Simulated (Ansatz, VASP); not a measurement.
ZnO in VASP and in Ansatz

File INCAR:

```
SYSTEM = ZnO
  PREC = Accurate
  ENCUT = 520
  EDIFF = 1E-7
  ISMEAR = 0
  SIGMA = 0.01
  LREAL = .FALSE.
  LASPH = .TRUE.
  NELM = 60
  ALGO = Normal
  ISIF = 2
  LWAVE = .FALSE.
  LCHARG = .FALSE.
  GGA = PS
  NBANDS = 26
```

File KPOINTS:

```
Automatic mesh
0
G
  8 8 4
  0 0 0
```

The input POSCAR:

```
ZnO
1.0
    3.2461590759      0.0000000000      0.0000000000
   -1.6230795380      2.8112562245      0.0000000000
    0.0000000000      0.0000000000      5.1878936835
Zn O
2 2
Direct
    0.3333333333      0.6666666667      0.4987209390
    0.6666666667      0.3333333333     -0.0012790610
    0.6666666667      0.3333333333      0.3802890610
    0.3333333333      0.6666666667      0.8802890610
```

Input for Ansatz:

```yaml
crystal:
  lattice:
    - [3.24615907592, 0.0, 0.0]
    - [-1.62307953796, 2.81125622447, 0.0]
    - [0.0, 0.0, 5.18789368355]
  atoms:
    - { symbol: Zn, position: [0.333333333333, 0.666666666667, 0.49872093903] }
    - { symbol: Zn, position: [0.666666666667, 0.333333333333, -0.00127906097] }
    - { symbol: O, position: [0.666666666667, 0.333333333333, 0.38028906097] }
    - { symbol: O, position: [0.333333333333, 0.666666666667, 0.88028906097] }
kpoints:
  mp_grid: { grid: [8, 8, 4] }
scf:
  occupations: { method: fixed }
  convergence: { dr2_threshold: 1.0e-10 }
hamiltonian:
  xc: pbesol
  pseudopotentials: { kind: all_electron, lapw: { basis_error: 0.0005 } }
output:
  forces: true
  stress: true
  eigenstates:
    kpoints:
      - [0.0, 0.0, 0.0]
      - [0.0, 0.0, -0.5]
      - [-0.5, 0.0, 0.0]
      - [-0.5, 0.5, 0.0]
      - [0.0, -0.5, 0.0]
      - [-0.5, 0.0, -0.5]
      - [-0.5, 0.5, -0.5]
      - [0.0, -0.5, -0.5]
  eigenvalues: true
```

Change from the starting cell: film at in-plane strain +0.005.

Alike in both runs: task single point; functional PBEsol; k mesh 8 × 8 × 4; no spin polarisation.

```csv
,VASP,Ansatz
version,VASP 6.6.1,Ansatz 0.2.0
potentials or method,"VASP PAW PBE potentials, release 64 (Zn, O)","all-electron LAPW, scalar-relativistic"
plane-wave cutoff (eV),520,see its input
occupations,"gaussian, width 0.01 eV",fixed
```

```csv
,VASP,Ansatz,Ansatz less VASP
gap on the k mesh at the Fermi level (eV),0.70,0.73,+0.030
pressure (GPa),0.3,-0.8,-1.05
largest component of the traceless stress (GPa),0.71,0.70,-0.012
```

Ansatz ran all-electron here, so the differences hold the error of VASP's frozen core and of both bases.

Caveats: the PAW data sets were made with another functional, which shifts forces and pressure a little (VASP).
